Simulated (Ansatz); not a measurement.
Au in Ansatz: the effect of functional

The system is Au.

```
CELL_PARAMETERS angstrom
2.81549 0.00000 0.00000
-0.01296 2.82018 0.00000
-1.13789 -1.18541 4.92401
ATOMIC_POSITIONS crystal
Au 0.67286 0.66596 0.27405
Au 0.32714 0.33404 0.72594
```

This isn't the form of Au at room conditions, which is fcc.

Alike in all runs:

| Item | Value |
| --- | --- |
| Program | Ansatz 0.2.0 |
| Task | projected density of states |
| Potentials or basis | Ansatz PAW |
| k mesh | 6 × 6 × 3 |
| Occupations | fermi-dirac, width 0.05 eV |
| Spin | no spin polarisation |

```csv
functional,cutoff,pressure (GPa),largest force (eV/Å)
LDA,420 eV (not typed: the program's choice for these potentials),-12.8,0.12
PBEsol,420 eV (not typed: the program's choice for these potentials),?,?
r2SCAN,500 eV (not typed: the program's choice for these potentials),-5.2,0.02
HSE06,420 eV (not typed: the program's choice for these potentials),-4.4,0.07
PBE0,420 eV (not typed: the program's choice for these potentials),-4.2,0.07
r2SCAN0,500 eV (not typed: the program's choice for these potentials),-5.9,0.04
```

Question: What does the run with functional PBEsol give?

Answer: Pressure -9.0 GPa; largest force 0.09 eV/Å.

Caveats: all runs use coarse meshes; the PAW data sets come from PBE, with cores solved anew for the run's functional, which leaves a small shift of forces and pressure; the thresholds are loose for stress (some runs).
